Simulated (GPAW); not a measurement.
# MgB2 (P6/mmm) in GPAW: reference runs

How does MgB2 come out in PBE? The cell is run as given and disturbed.

All numbers are computed with GPAW 26.7.0; they aren't measurements. Logs are shortened: lines on timing, memory, paths and dates and some standing lists are left out, and cuts for length are marked. The log counts tension as positive stress, the text compression.

**1. The crystal as given**

The structure is hexagonal, space group P6/mmm (No. 191). The conventional cell has a = 3.085 Å, b = 3.085 Å, c = 3.523 Å, α = 90.00°, β = 90.00°, γ = 120.00°. Mg (site symmetry 6/mmm) is surrounded by 12 B at 2.51 Å. Around B (site symmetry -6m2) lie 3 B at 1.78 Å.

**2. Single point, PBE**

Contents of run.py:

```python
from ase import Atoms
from ase.dft.bandgap import bandgap
from ase.io import write
from ase.units import GPa
from gpaw import GPAW, PW

atoms = Atoms(['Mg', 'B', 'B'],
              cell=[[3.085, 0.0, 0.0],
                    [-1.5425, 2.6716883707, 0.0],
                    [0.0, 0.0, 3.523]],
              scaled_positions=[[0.0, 0.0, 0.0],
                                [0.6666666667, 0.3333333333, 0.5],
                                [0.3333333333, 0.6666666667, 0.5]],
              pbc=True)

calc = GPAW(mode=PW(800),
            xc='PBE',
            kpts={'size': (10, 10, 8), 'gamma': True},
            occupations={'name': 'fermi-dirac', 'width': 0.05},
            nbands=17,
            convergence={'density': 1e-05, 'energy': 1e-05},
            maxiter=150,
            txt='gpaw.txt')
atoms.calc = calc
energy = atoms.get_potential_energy()
forces = atoms.get_forces()
stress = atoms.get_stress()
calc.write('gs.gpw')
write('result.traj', atoms)
print(f'Energy: {energy:.6f} eV')
print('Forces (eV/A):')
print(forces.round(4))
print('Stress (GPa):', (stress / GPa).round(3))
print('Fermi level:', round(calc.get_fermi_level(), 4), 'eV')
print(f'Gap: {bandgap(calc)[0]:.4f} eV, direct: {bandgap(calc, direct=True)[0]:.4f} eV')
```

Potentials or basis: GPAW PAW data sets (gpaw-data 1.2.1), pw.

Started as:

```sh
OMP_NUM_THREADS=1 python run.py
```

gpaw.txt:

```text
__  _  _
 | _ |_)|_||  |
 |__||  | ||/\| - 26.7.0

Input parameters:
  mode=PW(ecut=800.0),
  convergence={'density': 1e-05, 'energy': 1e-05},
  kpts=MonkhorstPack(size=(10, 10, 8), gamma=True),
  maxiter=150,
  nbands=17,
  occupations=Occupations(name='fermi-dirac', width=0.05),
  xc=XC(name='PBE')

Diagonalizing LCAO Hamiltonian
Converting LCAO to pw mode

         B  B

       Mg

Atoms  # Å, Bohr magnetons
|   | symbol |         x |        y |        z |    initial magnetic moments |
|---|--------|-----------|----------|----------|-----------------------------|
| 0 |     Mg |  0.000000 | 0.000000 | 0.000000 | ( 0.0000,  0.0000,  0.0000) |
| 1 |      B |  1.542500 | 0.890563 | 1.761500 | ( 0.0000,  0.0000,  0.0000) |
| 2 |      B | -0.000000 | 1.781126 | 1.761500 | ( 0.0000,  0.0000,  0.0000) |

Unit cell  # Å
| periodic |         x |        y |        z |  lengths |     angles |
|----------|-----------|----------|----------|----------|------------|
|      yes |  3.085000 | 0.000000 | 0.000000 | 3.085000 |  90.000000 |
|      yes | -1.542500 | 2.671688 | 0.000000 | 3.085000 |  90.000000 |
|      yes |  0.000000 | 0.000000 | 3.523000 | 3.523000 | 120.000000 |

Number of symmetries: 24
Symmetry operations  # r_c * U_cc + t_c -> r_c
|    | kind |            matrix            |
|----|------|------------------------------|
|  0 |  σ   |  1, 1, 0,  0,-1, 0,  0, 0, 1 |
|  1 |  C2  |  1, 1, 0,  0,-1, 0,  0, 0,-1 |
|  2 |  C6  |  1, 1, 0, -1, 0, 0,  0, 0, 1 |
|  3 |  S6  |  1, 1, 0, -1, 0, 0,  0, 0,-1 |
|  4 |  E   |  1, 0, 0,  0, 1, 0,  0, 0, 1 |
|  5 |  σ   |  1, 0, 0,  0, 1, 0,  0, 0,-1 |
|  6 |  σ   |  1, 0, 0, -1,-1, 0,  0, 0, 1 |
|  7 |  C2  |  1, 0, 0, -1,-1, 0,  0, 0,-1 |
|  8 |  σ   |  0, 1, 0,  1, 0, 0,  0, 0, 1 |
|  9 |  C2  |  0, 1, 0,  1, 0, 0,  0, 0,-1 |
| 10 |  C3  |  0, 1, 0, -1,-1, 0,  0, 0, 1 |
| 11 |  S3  |  0, 1, 0, -1,-1, 0,  0, 0,-1 |
| 12 |  C6  |  0,-1, 0,  1, 1, 0,  0, 0, 1 |
| 13 |  S6  |  0,-1, 0,  1, 1, 0,  0, 0,-1 |
| 14 |  σ   |  0,-1, 0, -1, 0, 0,  0, 0, 1 |
| 15 |  C2  |  0,-1, 0, -1, 0, 0,  0, 0,-1 |
| 16 |  σ   | -1, 0, 0,  1, 1, 0,  0, 0, 1 |
| 17 |  C2  | -1, 0, 0,  1, 1, 0,  0, 0,-1 |
| 18 |  C2  | -1, 0, 0,  0,-1, 0,  0, 0, 1 |
| 19 |  i   | -1, 0, 0,  0,-1, 0,  0, 0,-1 |
| 20 |  C3  | -1,-1, 0,  1, 0, 0,  0, 0, 1 |
| 21 |  S3  | -1,-1, 0,  1, 0, 0,  0, 0,-1 |
| 22 |  σ   | -1,-1, 0,  0, 1, 0,  0, 0, 1 |
| 23 |  C2  | -1,-1, 0,  0, 1, 0,  0, 0,-1 |

BZ-sampling:
  Number of BZ points: 800
  Number of IBZ points: 70

  Monkhorst-Pack size: [10, 10, 8]
  Monkhorst-Pack shift: [0.05, 0.05, 0.0625]

K-points  # in reciprocal-cell coordinates
|     |                                coordinates |     weight |
|-----|--------------------------------------------|------------|
|   0 | (  0.00000000,   0.00000000,   0.00000000) | 0.00125000 |
|   1 | (  0.00000000,   0.00000000,   0.12500000) | 0.00250000 |
|   2 | (  0.00000000,   0.00000000,   0.25000000) | 0.00250000 |
|   3 | (  0.00000000,   0.00000000,   0.37500000) | 0.00250000 |
|   4 | (  0.00000000,   0.00000000,   0.50000000) | 0.00125000 |
|   5 | (  0.10000000,   0.00000000,   0.00000000) | 0.00750000 |
|   6 | (  0.10000000,   0.00000000,   0.12500000) | 0.01500000 |
|   7 | (  0.10000000,   0.00000000,   0.25000000) | 0.01500000 |
|   8 | (  0.10000000,   0.00000000,   0.37500000) | 0.01500000 |
|   9 | (  0.10000000,   0.00000000,   0.50000000) | 0.00750000 |
| ... |                                            |            |
|  69 | (  0.50000000,   0.50000000,   0.50000000) | 0.00375000 |

Plane wave coefficients: 1509
Cutoff: 800.0 eV

Spin-components: 1 (collinear spins)
Bands:           17
Projectors:      15
Spin-degeneracy: 2
Datatype:        complex128

Density:
  Valence electrons: 16.0
  Components: 1
  Grid points: [21 21 24]
  Charge: 0.0  # |e|

Potential:
  Grid points: [21 21 24]

species:
  Mg:
    name:    Magnesium
    Z:       12.0
    valence: 10
    core:    2
    charge:  0.0  # [|e|]
    compensation charges:
      type: gauss
      rc: 0.33  # [Å]
      lmax: 2
    cutoffs:
      filter: 1.86  # [Å]
      core: 0.54  # [Å]
    projectors
    | kind |    occ | energy [eV] | rcut [Å] |
    |------|--------|-------------|----------|
    |   2s |  2.000 |     -79.840 |    1.090 |
    |   3s |  2.000 |      -4.705 |    1.090 |
    |   2p |  6.000 |     -46.613 |    1.085 |
    |   3p |  0.000 |      -1.330 |    1.085 |
    |    d |        |       0.000 |    1.037 |

    Using partial waves for Mg as LCAO basis

  B:
    name:    Boron
    Z:       5.0
    valence: 3
    core:    2
    charge:  0.0  # [|e|]
    compensation charges:
      type: gauss
      rc: 0.20  # [Å]
      lmax: 2
    cutoffs:
      filter: 1.14  # [Å]
      core: 1.38  # [Å]
    projectors
    | kind |    occ | energy [eV] | rcut [Å] |
    |------|--------|-------------|----------|
    |   2s |  2.000 |      -9.443 |    0.635 |
    |   2p |  1.000 |      -3.606 |    0.635 |
    |    s |        |      17.768 |    0.635 |
    |    p |        |      23.605 |    0.635 |
    |    d |        |       0.000 |    0.635 |

    Using partial waves for B as LCAO basis

Reference energy: -6788.624023  # eV

eigensolver:
  PPCG
  Converge bands: occupied
  niter=2

density mixing:
  MSR1-Mixer
  Pratt-step length: 0.05
  Maximum mixing coefficient: 0.75
  Old densities: 10
  SVD Regularization: 0.005
  Good broyden scale: 1.0
  Trust region scale: 1.0
  Backstep threshold: 4.0
  History deletion threshold: 6.0
  Fourier metric: weight=20.0, sigma=0.015

occupation numbers:
  Fermi-Dirac:
    width: 0.0500  # eV

poisson solver:
  ecut: 6400.0  # eV

xc functional:
  name: PBE with 2 nearest neighbor stencil

convergence criteria:
- Maximum integral of absolute [dens]ity change: 1e-05 electrons / valence electron
- Maximum [total energy] change in last 3 cyles: 1e-05 eV / valence electron
- Maximum integral of absolute [eigenst]ate change: 4e-08 eV^2 / valence electron
maximum number of iterations: 150

SCF iterations
|iter     | |      energy | eigst |  dens |
|---------|-|-------------|-------|-------|
|iter:   1| |  -16.880962 | +0.12 |       |
|iter:   2| |  -16.610475 | -2.32 | -0.95 |
|iter:   3| |  -15.425283 | -1.28 | -0.99 |
|iter:   4| |  -15.423460 | -3.26 | -1.78 |
|iter:   5| |  -15.424929 | -3.88 | -2.09 |
|iter:   6| |  -15.424954 | -5.53 | -3.10 |
|iter:   7| |  -15.424951c| -6.17 | -3.72 |
|iter:   8| |  -15.424952c| -7.53c| -4.69 |
|iter:   9| |  -15.424952c| -8.10c| -5.12c|

Converged in 9 steps
Energy contributions relative to reference atoms: (reference = -6788.624023)

Energy contributions:
  Kinetic:          10.061629
  Coulomb:          -6.174274
  Zero:             -0.020363
  External:          0.000000
  Xc:              -19.288898
  Entropy:          -0.006092
  Spinorbit:         0.000000
  ----------------------------
  Free energy:     -15.427997
  Extrapolated:    -15.424952

dipole moment: (-2.215106, -3.836677, -5.059202)  # |e|*Ang

Fermi level: 7.251
Eigenvalues  # (at kpt = [0.000, 0.000, 0.000])
| band index |      eig [eV] | occ [0-2] |
|------------|---------------|-----------|
|          0 |       -68.091 |     2.000 |
|          1 |       -34.864 |     2.000 |
|          2 |       -34.864 |     2.000 |
|          3 |       -34.848 |     2.000 |
|          4 |        -5.196 |     2.000 |
|          5 |         4.280 |     2.000 |
|          6 |         7.576 |     0.003 |
|          7 |         7.576 |     0.003 |
|          8 |         8.866 |     0.000 |
|          9 |        13.515 |     0.000 |
|         10 |        13.515 |     0.000 |
|         11 |        15.280 |     0.000 |
|         12 |        17.141 |     0.000 |
|         13 |        19.902 |     0.000 |
|        ... |               |           |
|         16 |        26.287 |     0.000 |

No gap
No difference between direct/indirect transitions

Forces  # eV/Ang
|        x |        y |       z |
|----------|----------|---------|
|  0.00000 |  0.00000 | 0.00000 |  # Mg   0
| -0.00000 | -0.00000 | 0.00000 |  # B    1
|  0.00000 | -0.00000 | 0.00000 |  # B    2

Stress tensor  # eV/Ang^3
|         x |         y |        z |
|-----------|-----------|----------|
|  0.007173 | -0.000000 | 0.000000 |
| -0.000000 |  0.007173 | 0.000000 |
|  0.000000 |  0.000000 | 0.007506 |

# Writing to gs.gpw (mode='')
```

Run time: 14 s. Hardware: 1 thread of AMD EPYC 9R45 (Zen 5), shared host; peak memory 0.19 GiB.

Results:

```yaml
Free_energy: -15.4280 eV
Pressure: -1.2 GPa
Band_gap_on_the_k_mesh: none (metal or under the smearing width)
```

Levels at points of the mesh, in eV from the Fermi level:
| k point | band 4 | band 5 | band 6 | band 7 | band 8 | band 9 | band 10 | band 11 | band 12 | band 13 |
| --- | --- | --- | --- | --- | --- | --- | --- | --- | --- | --- |
| (0.00, 0.00, 0.00) | -42.10 | -12.45 | -2.97 | 0.33 | 0.33 | 1.62 | 6.26 | 6.26 | 8.03 | 9.89 |
| (0.00, 0.00, 0.50) | -42.11 | -11.17 | -7.46 | 0.70 | 0.70 | 6.60 | 6.60 | 7.90 | 9.80 | 9.94 |
| (0.50, 0.50, 0.00) | -42.09 | -8.56 | -7.86 | -2.21 | 0.17 | 3.03 | 3.83 | 5.28 | 7.07 | 12.54 |
| (0.50, 0.50, 0.50) | -42.10 | -7.60 | -6.95 | -3.60 | -1.91 | -1.33 | 5.66 | 8.75 | 8.86 | 12.99 |

**3. Single point, PBE (atoms moved at random, drawn with an rms of 0.05 Å)**

run.py: that of step 2 with these lines changed.

```diff
@@ -1,4 +1,3 @@
-from ase import Atoms
 from ase.dft.bandgap import bandgap
-from ase.io import write
+from ase.io import read, write
 from ase.units import GPa
@@ -6,10 +5,3 @@
 
-atoms = Atoms(['Mg', 'B', 'B'],
-              cell=[[3.085, 0.0, 0.0],
-                    [-1.5425, 2.6716883707, 0.0],
-                    [0.0, 0.0, 3.523]],
-              scaled_positions=[[0.0, 0.0, 0.0],
-                                [0.6666666667, 0.3333333333, 0.5],
-                                [0.3333333333, 0.6666666667, 0.5]],
-              pbc=True)
+atoms = read('POSCAR')
```

Contents of POSCAR:

```
MgB2
1.0
    3.0850000000      0.0000000000      0.0000000000
   -1.5425000000      2.6716883707      0.0000000000
    0.0000000000      0.0000000000      3.5230000000
Mg B
1 2
Direct
    0.0195880000     -0.0064130000     -0.0098050000
    0.6644080000      0.3216100000      0.4917100000
    0.3363740000      0.6663920000      0.5092550000
```

Potentials or basis: GPAW PAW data sets (gpaw-data 1.2.1), pw.

Started as:

```sh
OMP_NUM_THREADS=1 python run.py
```

Run time: 75 s. Hardware: 1 thread of AMD EPYC 9R45 (Zen 5), shared host; peak memory 0.44 GiB.

Results (log left out):

| Item | Value |
| --- | --- |
| Free energy | -15.3952 eV |
| Pressure | -0.9 GPa |
| Largest force | 0.738 eV/Å |
| Band gap on the k mesh | none (metal or under the smearing width) |

Forces on the atoms (eV/Å):
```
Mg  -0.284  0.006  0.239
B    0.135  0.151  0.466
B    0.149 -0.158 -0.705
```

Stress tensor (GPa, compression positive):
```
-1.44 -0.01 -0.30
-0.01 -0.56  0.10
-0.30  0.10 -0.65
```

Levels at points of the mesh, in eV from the Fermi level:
| k point | band 5 | band 6 | band 7 | band 8 | band 9 | band 10 | band 11 | band 12 |
| --- | --- | --- | --- | --- | --- | --- | --- | --- |
| (0.00, 0.00, 0.00) | -12.45 | -2.97 | 0.14 | 0.51 | 1.59 | 6.03 | 6.48 | 8.02 |
| (0.00, 0.00, 0.50) | -11.17 | -7.46 | 0.50 | 0.90 | 6.34 | 6.84 | 7.84 | 9.72 |
| (0.00, 0.50, 0.00) | -8.53 | -7.94 | -2.14 | 0.27 | 2.81 | 3.88 | 5.32 | 7.01 |
| (0.00, 0.50, 0.50) | -7.56 | -7.03 | -3.54 | -1.84 | -1.44 | 5.68 | 8.62 | 9.02 |
| (0.50, 0.00, 0.00) | -8.59 | -7.82 | -2.23 | 0.12 | 3.06 | 3.82 | 5.31 | 7.09 |
| (0.50, 0.00, 0.50) | -7.62 | -6.91 | -3.63 | -1.94 | -1.30 | 5.62 | 8.64 | 8.88 |
| (0.50, 0.50, 0.00) | -8.59 | -7.82 | -2.24 | 0.11 | 3.08 | 3.82 | 5.31 | 7.09 |
| (0.50, 0.50, 0.50) | -7.63 | -6.90 | -3.63 | -1.95 | -1.29 | 5.62 | 8.64 | 8.87 |

(Part 1 of 2 ends here.)
